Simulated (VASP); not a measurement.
## Results of a VASP single-point calculation on RbCl (strained rocksalt)

POSCAR

```
Rb Cl
 1.0000000000000000
    -0.0330581282000000    3.2727546904000002    3.2727546904000002
     3.2727546904000002   -0.0330581282000000    3.2727546904000002
     3.2727546904000002    3.2727546904000002   -0.0330581282000000
 Rb  Cl
   1   1
Cartesian
  0.0000000000000000  0.0000000000000000  0.0000000000000000
  3.2562256263000000  3.2562256263000000  3.2562256263000000
```

```yaml
gap_between_bands_v_and_c: 5.59 eV
least_direct_gap: 5.59 eV
```

Band v is the last that the valence electrons fill when counted band by band, and c is the next. Levels in eV from the top of v:

```tsv
point	v−1	v	c	c+1
Γ	-0.02	0.00	5.59	8.56
X	-0.12	-0.11	6.65	8.90
K	-0.30	-0.24	7.42	9.20
L	-0.37	-0.37	8.22	8.57
W	-0.26	-0.25	8.15	8.15
```

Which of these levels of theory gave these results?
A. PBEsol
B. PBE
C. PBE0
D. r²SCAN
E. PBE with spin–orbit coupling
F. HSE06
G. LDA

D.

The INCAR was:

```
NELM = 120
LWAVE = .FALSE.
SIGMA = 0.01
IBRION = -1
LREAL = .FALSE.
NBANDS = 15
NSW = 0
ENCUT = 520
LASPH = .TRUE.
METAGGA = R2SCAN
PREC = Accurate
ALGO = Normal
ISIF = 2
LCHARG = .FALSE.
ISMEAR = 0
EDIFF = 1E-7
```
